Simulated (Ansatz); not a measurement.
Runs of Ansatz 0.2.0 on SnSe. Symmetry: Fm-3m, No. 225, cubic system. The conventional cell has a = 6.020 Å, b = 6.020 Å, c = 6.020 Å, α = 90.00°, β = 90.00°, γ = 90.00°. Around Sn (site symmetry m-3m) lie 6 Se at 3.01 Å. Around Se (site symmetry m-3m) lie 6 Sn at 3.01 Å. Measurements of this composition are mostly on another form, of space group No. 62.

```csv
task,level,potentials or basis,cell,k mesh,cutoff (eV),smearing,basis error allowed,mesh quality,gap on the mesh (eV),pressure (GPa),relaxed volume (Å³/atom)
single point,PBE,"all-electron LAPW, scalar-relativistic",as given,3 × 3 × 3,158,fermi-dirac 0.04 eV,0.004 eV/atom,coarse,-,-0.6,-
single point,PBE,"all-electron LAPW, scalar-relativistic",as given,8 × 8 × 8,190,gaussian 0.013 eV,0.001 eV/atom,not flagged,0.58,0.9,-
band structure,revPBE,"all-electron LAPW, scalar-relativistic",as given,8 × 8 × 8,190,fermi-dirac 0.05 eV,0.001 eV/atom,not flagged,-,(c),-
relaxation of cell and atoms,PBEsol+D3(BJ),"all-electron LAPW, scalar-relativistic",relaxed,8 × 8 × 8,-,fermi-dirac 0.05 eV,0.001 eV/atom,not flagged,0.74,0.0,(a)
relaxation of cell and atoms,BLYP+D4,"all-electron LAPW, scalar-relativistic",relaxed,8 × 8 × 8,-,fermi-dirac 0.05 eV,0.001 eV/atom,not flagged,-,0.0,29.68
Born charges,PBE,all-electron PAW datasets made for the crystal,as given,8 × 8 × 8,270,fixed,-,not flagged,0.58,-,-
relaxation of cell and atoms,LDA,"all-electron LAPW, scalar-relativistic",relaxed,8 × 8 × 8,-,fermi-dirac 0.05 eV,0.001 eV/atom,not flagged,0.78,0.0,25.59
relaxation of cell and atoms,PBEsol,"all-electron LAPW, scalar-relativistic",relaxed,8 × 8 × 8,-,fermi-dirac 0.05 eV,0.001 eV/atom,not flagged,0.75,0.0,26.27
relaxation of cell and atoms,revPBE+D3(BJ),"all-electron LAPW, scalar-relativistic",relaxed,8 × 8 × 8,-,fermi-dirac 0.05 eV,0.001 eV/atom,not flagged,0.71,0.0,26.22
single point,PBE,"all-electron LAPW, scalar-relativistic",as given,8 × 8 × 8,190,gaussian 0.026 eV,0.001 eV/atom,not flagged,0.58,0.9,-
single point,PBE,"all-electron LAPW, scalar-relativistic",as given,8 × 8 × 8,190,gaussian 0.012 eV,0.001 eV/atom,not flagged,0.58,0.9,-
band structure,RPBE,"all-electron LAPW, scalar-relativistic",as given,8 × 8 × 8,190,fermi-dirac 0.05 eV,0.001 eV/atom,not flagged,(b),2.6,-
```

Alike in all rows: no spin polarisation.

**Question.** Fill in the values left out.

**Answer.** (a) 25.31; (b) 0.54; (c) 2.1.

Caveats: some runs use coarse meshes; spin-orbit coupling is left out, which moves the levels of the heavy elements (some runs); the program warned that the printed levels may be off, so bands, gaps and densities of states are rough (some runs); the mesh misses the band edges, which the band path finds closer together (some runs).

A k mesh can miss the band edges, and the runs leave out spin-orbit coupling on Se, Sn.

The runs don't all hold the same shells in valence.
